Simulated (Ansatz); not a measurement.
## ZnS as a strained film

These are results of Ansatz, DFT r2SCAN, scalar-relativistic, plane waves, PAW, not measurements. (500 eV cutoff, 6×6×4 k-mesh, Gaussian smearing of 0.02 eV, no spin polarisation)

Starting point, cell and atoms relaxed:

```xyz
4
Lattice="3.8065 0.0000 0.0000 -1.9033 3.2965 0.0000 0.0000 0.0000 6.2448" Properties=species:S:1:pos:R:3 pbc="T T T"
Zn    0.0000    2.1977    0.0021
Zn    1.9033    1.0988    3.1246
S     0.0000    2.1977    2.3397
S     1.9033    1.0988    5.4621
```

The a-b plane is strained alike in both directions, as on a substrate, while c and the atoms relax within the symmetry that the strain leaves. Stress is positive in compression; energies are free energies at the smearing used, per atom.

| strain (%) | c (Å) | σ in plane (GPa) | ΔE (meV/atom) |
| --- | --- | --- | --- |
| -3.0 | 6.3589 | 5.23 | 18.51 |
| -2.0 | 6.3200 | 3.39 | 8.09 |
| -1.0 | 6.2817 | 1.65 | 1.98 |
| +0.0 | 6.2448 | 0.00 | 0.00 |
| +1.0 | 6.2081 | -1.55 | 1.93 |
| +2.0 | 6.1727 | -3.01 | 7.56 |
| +3.0 | 6.1375 | -4.35 | 16.67 |

Q: Get the biaxial modulus twice, from the stresses and from the energies of the innermost pair.

A: From stress: M = −Δσ/Δε = (1.65 − (-1.55)) / 0.020 = 160 GPa. Two in-plane directions each store σε/2, so the energy density is Mε²: M = (mean ΔE)/(V ε²) = 1.96 meV / (19.590 Å³ × 0.010²) × 0.16022 GPa Å³/meV = 160 GPa. The two agree.

Q: How well does Mε², with M from the stresses, predict the outermost points?

A: 17.6 meV predicted against 18.5 computed at -3.0 %; 17.6 meV predicted against 16.7 computed at +3.0 %. The departures hold terms beyond second order and the noise of the energies.

Q: How does c respond, and up to what thickness can a film with 1 % or 2 % misfit stay coherent on a thick substrate?

A: c answers with ε_c = −0.59 ε. In an isotropic solid that ratio is 2ν/(1 − ν), so ν = r/(2 + r) = 0.23. A film of thickness h stores Mε²h per area, 16.0 mJ/m² per nm at 1 %. The Matthews–Blakeslee balance for pure edge misfit dislocations, h = b/(8πf(1 + ν)) × (ln(h/b) + 1), with b taken as the in-plane vector a = 3.81 Å, solved by iteration, gives 4.2 nm at f = 1 % and 1.4 nm at 2 %. This is an isotropic estimate in which the moduli cancel; the real Burgers vector, glide system, anisotropy and slow kinetics can shift it by a factor of a few, mostly upward.

The wurtzite film stiffens steadily under in-plane compression and softens under tension: the stress reaches 5.23 GPa at -3.0 % but only -4.35 GPa at +3.0 %. The energies show the same asymmetry, which suggests real anharmonicity rather than noise. It is what a bonding potential gives, since repulsion between the ions' electron shells rises steeply as the Zn–S bonds shorten, while the restoring force weakens as they lengthen.

The c axis moves against the in-plane strain because the tetrahedral network can tilt its bonds and open or close its angles, which costs less than changing bond lengths alone. This compensation is only partial, so the cell volume still follows the in-plane strain. The fitted Poisson ratio therefore describes the coupling between the basal plane and c, not contraction within the plane.

The results support a nearly harmonic description at small misfit, with compressive films storing somewhat more energy than tensile ones. They don't show whether strain changes the balance between wurtzite and zinc blende stacking.
